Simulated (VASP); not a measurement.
# SnSe: restarted molecular dynamics, 2 variants

SnSe, Pnma (no. 62), 16 atoms in the cell. PBE, molecular dynamics; PAW potentials Sn, Se (PBE set).

| Restart from | Temperature at the end (K) | The same without a restart (K) | Potential energy at the end (eV/atom) | The same without a restart (eV/atom) | Electronic steps in the first step after the restart | Time (s) |
|---|---|---|---|---|---|---|
| CONTCAR with velocities, WAVECAR read | 1110.0 | 1110.0 | -3.85812 | -3.85812 | 4 | 306 |
| CONTCAR with velocities, no WAVECAR | 1110.0 | 1110.0 | -3.85812 | -3.85812 | 14 | 305 |

Limits: 180 fs of 16 atoms are too short for converged averages; the cell is only 4.5 Å across, so each atom moves in step with near copies of itself.

## Input of the first row

INCAR.step1:
```
GGA = PE
PREC = Normal
ENCUT = 210
EDIFF = 1E-6
NELMIN = 4
NELM = 60
ALGO = Normal
LREAL = Auto
LASPH = T
ISMEAR = 0
SIGMA = 0.05
ISYM = 0
LWAVE = T
LCHARG = F
IBRION = 0
NSW = 30
POTIM = 3.0
TEBEG = 1000
ISIF = 2
RANDOM_SEED = 906132 0 0
MDALGO = 2
SMASS = 0
KPAR = 2
```

INCAR.step2, as INCAR.step1 but for:
```
- LWAVE = T
+ LWAVE = F
```

KPOINTS:
```
k-points
0
Monkhorst-Pack
  1 2 2
```

POSCAR.step1:
```
SnSe
1.0
   11.4200000000      0.0000000000      0.0000000000
    0.0000000000      8.3800000000      0.0000000000
    0.0000000000      0.0000000000      4.4600000000
Sn Se
8 8
Direct
    0.8770000000      0.3750000000      0.9090000000
    0.8770000000      0.8750000000      0.9090000000
    0.6230000000      0.1250000000      0.4090000000
    0.6230000000      0.6250000000      0.4090000000
    0.3770000000      0.3750000000      0.5910000000
    0.3770000000      0.8750000000      0.5910000000
    0.1230000000      0.1250000000      0.0910000000
    0.1230000000      0.6250000000      0.0910000000
    0.6430000000      0.3750000000      0.9840000000
    0.6430000000      0.8750000000      0.9840000000
    0.8570000000      0.1250000000      0.4840000000
    0.8570000000      0.6250000000      0.4840000000
    0.1430000000      0.3750000000      0.5160000000
    0.1430000000      0.8750000000      0.5160000000
    0.3570000000      0.1250000000      0.0160000000
    0.3570000000      0.6250000000      0.0160000000
```

Commands (each step's output is kept before the next begins):
```
cat potpaw_PBE.64/Sn/POTCAR potpaw_PBE.64/Se/POTCAR > POTCAR
cp INCAR.step1 INCAR
cp POSCAR.step1 POSCAR
mpirun -np 2 vasp_std > vasp.out
cp CONTCAR POSCAR
cp INCAR.step2 INCAR
mpirun -np 2 vasp_std > vasp.out
```

Changes of the last row against the first:
```
(step 1)
- LWAVE = True
+ LWAVE = False
```

VASP 6.6.1 took 306 s on 2 cores (AMD EPYC 7R13 (Zen 3)), a shared host.
